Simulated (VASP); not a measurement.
Here is a VASP 6.6.1 calculation.

Contents of INCAR:

```
SYSTEM = Pd
PREC = Accurate ; ENCUT = 900
EDIFF = 1E-8 ; ISMEAR = -1
SIGMA = 0.05 ; LREAL = .FALSE.
LASPH = .TRUE. ; NELM = 100
ALGO = Normal ; ISIF = 2
LWAVE = .FALSE. ; LCHARG = .FALSE.
GGA = PE ; ADDGRID = .FALSE.
```

KPOINTS

```
Automatic mesh
0
G
  23 23 12
  0 0 0
```

Contents of POSCAR:

```
Pd
1.0
    2.7836650458      0.0000000000      0.0000000000
   -1.3918325229      2.4107246453      0.0000000000
    0.0000000000      0.0000000000      4.6288930000
Pd
2
Direct
    0.3333333333      0.6666666667      0.2500000000
    0.6666666667      0.3333333333      0.7500000000
```

Potentials or basis: VASP PAW PBE potentials, release 64 (Pd).

Run with:

```bash
$ cat potpaw_PBE.64/Pd/POTCAR > POTCAR
$ mpirun -np 1 vasp_std > vasp.out
```

Predict the pressure.

-1.6 GPa.

Predict the band gap on the k mesh.

none (metal or under the smearing width).

Stress tensor (GPa, compression positive):
```
-1.89  0.00  0.00
 0.00 -1.89  0.00
 0.00  0.00 -1.06
```
